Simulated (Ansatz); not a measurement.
All numbers below come from Ansatz 0.2.0, DFT, PBE, plane waves (420 eV) with PAW, scalar-relativistic.

An element in the diamond structure gives this curve. The cell is scaled uniformly from the relaxed one, with fractional coordinates and shape fixed. Energies are extrapolated to zero smearing, pressures are those at the given smearing. Magnetic state: spin not included.

```
V (Å³/atom)  E − E₀ (meV/atom)  P (GPa)
     33.496               50.3     4.06
     35.019               20.5     2.39
     36.541                4.9     1.09
     38.064                0.0     0.10
     39.587                3.4    -0.65
     41.109               12.8    -1.22
     42.632               27.0    -1.67
```

**Question.** Which element is it?
A. hafnium
B. indium
C. thallium
D. lead

**Answer.** B. Its fit is V₀ = 38.14 Å³/atom, B₀ = 21 GPa, B₀′ = 5.9.
